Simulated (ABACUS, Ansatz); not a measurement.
Equation of state of Mo under PBEsol

It takes space group Im-3m (No. 229, cubic). Conventional cell: a = 3.168 Å, b = 3.168 Å, c = 3.168 Å, α = 90.00°, β = 90.00°, γ = 90.00°. Around Mo (site symmetry m-3m) lie 8 Mo at 2.74 Å.

The cell was scaled at fixed shape and fractions and run with Ansatz, JTH PAW, cutoff 1800 eV; PBEsol, k mesh 12 × 12 × 12 on the cell of 1 atom, fermi-dirac occupations of 0.05 eV, no spin polarisation, no spin-orbit coupling. The potentials were made for PBE. Energies are those that the program minimises, any entropy of the smearing included. For a metal such a mesh isn't converged to the digits shown.

| V (Å³/atom) | energy over the lowest row (meV/atom) |
| --- | --- |
| 14.9381 | 9.39 |
| 15.2560 | 0.00 |
| 15.5738 | 2.60 |
| 15.8916 | 15.96 |
| 16.2095 | 38.95 |
| 16.5273 | ? |
| 16.8451 | 109.94 |

Fit the third-order Birch-Murnaghan form, give V0, B0 and B′, and predict the energy left open.

With y = (V0/V)^(2/3), E = E0 + (9 V0 B0/16) [(y - 1)³ B′ + (y - 1)² (6 - 4y)]. Least squares through the rows shown give V0 = 15.3414 Å³/atom, E0 = -0.43 meV, B0 = 283.1 GPa (1 eV/Å³ = 160.218 GPa) and B′ = 4.30, with a largest miss of 0.01 meV. At V = 16.5273 the form with these constants gives 70.57 meV; the run gave 70.58 meV an atom. Other set-ups at this level, from all their volumes (Å³/atom, GPa): ABACUS, PseudoDojo NC SR 0.4.1 PBEsol standard, plane waves: V0 15.336, B0 283.2; Ansatz, Ansatz PAW (made for PBE): V0 15.319, B0 283.4; Ansatz, PseudoDojo stringent (made for PBE): V0 15.337, B0 283.2; Ansatz, Ansatz PAW (files of its older set among them) (made for PBE): V0 15.319, B0 283.3. Measured volume: 15.59 Å³/atom (pmc:5456621, doi:10.3390/ma9100834), so the fit lies -1.6 % from it. The runs are for a static lattice.
